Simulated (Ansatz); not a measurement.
Computed with DFT PBE, scalar-relativistic, plane waves, PAW (Ansatz). Settings: cutoff 420 eV, Γ-centred meshes spaced at most about 0.3 Å⁻¹ (2π included), Gaussian smearing. No spin polarisation.

All energies are static (0 K, no zero-point motion).

Two forms of Si5Ge were relaxed alike.

A.

```yaml
crystal:
  lattice:
    - [3.89258, 0.00000, 0.00000]
    - [-1.94629, 3.37107, 0.00000]
    - [0.00000, 0.00000, 19.11962]
  atoms:
    - { symbol: Si, position: [0.33333, 0.66667, 0.29174] }
    - { symbol: Si, position: [0.66667, 0.33333, 0.33248] }
    - { symbol: Si, position: [0.00000, 0.00000, 0.12727] }
    - { symbol: Si, position: [0.33333, 0.66667, 0.16788] }
    - { symbol: Si, position: [0.33333, 0.66667, 0.95593] }
    - { symbol: Si, position: [0.66667, 0.33333, 0.79174] }
    - { symbol: Si, position: [0.33333, 0.66667, 0.83248] }
    - { symbol: Si, position: [0.00000, 0.00000, 0.62728] }
    - { symbol: Si, position: [0.66667, 0.33333, 0.66788] }
    - { symbol: Si, position: [0.66667, 0.33333, 0.45593] }
    - { symbol: Ge, position: [0.00000, 0.00000, 0.99970] }
    - { symbol: Ge, position: [0.00000, 0.00000, 0.49970] }
```

B.

```yaml
crystal:
  lattice:
    - [3.89863, 0.00000, 0.00000]
    - [-1.94932, 3.37632, 0.00000]
    - [0.00000, 0.00000, 19.09221]
  atoms:
    - { symbol: Si, position: [0.33333, 0.66667, 0.76770] }
    - { symbol: Si, position: [0.66667, 0.33333, 0.72696] }
    - { symbol: Si, position: [0.00000, 0.00000, 0.56206] }
    - { symbol: Si, position: [0.66667, 0.33333, 0.60281] }
    - { symbol: Si, position: [0.00000, 0.00000, 0.43794] }
    - { symbol: Si, position: [0.33333, 0.66667, 0.39719] }
    - { symbol: Si, position: [0.66667, 0.33333, 0.23230] }
    - { symbol: Si, position: [0.33333, 0.66667, 0.27304] }
    - { symbol: Si, position: [0.66667, 0.33333, 0.10844] }
    - { symbol: Si, position: [0.33333, 0.66667, 0.89156] }
    - { symbol: Ge, position: [0.00000, 0.00000, 0.06506] }
    - { symbol: Ge, position: [0.00000, 0.00000, 0.93494] }
```

Question: Which is lower in energy, and by how much?

Answer: They are level within the accuracy (2 meV/atom apart, with B the lower in these runs). A has space group P6_3mc (No. 186), 20.9 Å³/atom and a gap of 0.59 eV on its mesh; B has Si and Ge ordered on diamond sites, space group P-3m1 (No. 164), 20.9 Å³/atom and a gap of 0.54 eV. Counting Si atoms around Ge (those within 1.25 times the shortest such distance or 1.15 times the sum of covalent radii, 1.27 where that leaves under three), A has Ge 4 and B has Ge 3. Both come from invented guesses.

Kohn–Sham gaps at this level usually fall short of measured ones. Cells relaxed within their symmetry can be saddle points.
